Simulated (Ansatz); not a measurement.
The system is Ga.

```
Ga
1.0
     1.38300   -4.02650    0.00000
     1.38300    4.02650    0.00000
    -0.11745    0.00000    3.32993
Ga
2
Direct
  0.13100 0.86900 0.75000
  0.86900 0.13100 0.25000
```

This isn't the form of Ga at room conditions, which is orthorhombic.

- Program: Ansatz 0.2.0
- Task: relaxation of cell and atoms
- Functional: BLYP
- Dispersion: D3(BJ)
- Potentials or basis: all-electron LAPW, scalar-relativistic
- Basis error allowed: 0.001 eV/atom
- k mesh: 10 × 10 × 8
- Occupations: fermi-dirac, width 0.05 eV
- Spin: no spin polarisation

At the start: volume 18.54 Å³/atom.

Q: How do energy, volume and symmetry change on relaxing?

A: Over 9 steps the energy falls by 5.2 meV/atom and the volume is 18.84 Å³/atom (+1.6 %); space group Cmcm (No. 63, to 0.05 Å).

The path:
```csv
step,energy change (eV),largest force (eV/Å),volume (Å³)
1,0.0000,0.1609,37.09
2,-0.0060,0.0212,37.40
3,-0.0077,0.0251,37.63
4,-0.0079,0.0099,37.66
5,-0.0087,0.0153,37.65
6,-0.0093,0.0140,37.62
7,-0.0102,0.0215,37.65
8,-0.0104,0.0006,37.68
9,-0.0104,0.0006,37.68
```

Final structure:
```yaml
crystal:
  lattice:
    - [1.43882, -4.06083, 0.02640]
    - [1.43882, 4.06083, 0.02640]
    - [-0.05862, 0.00000, 3.22337]
  atoms:
    - { symbol: Ga, position: [0.13483, 0.86517, 0.75000] }
    - { symbol: Ga, position: [0.86517, 0.13483, 0.25000] }
```
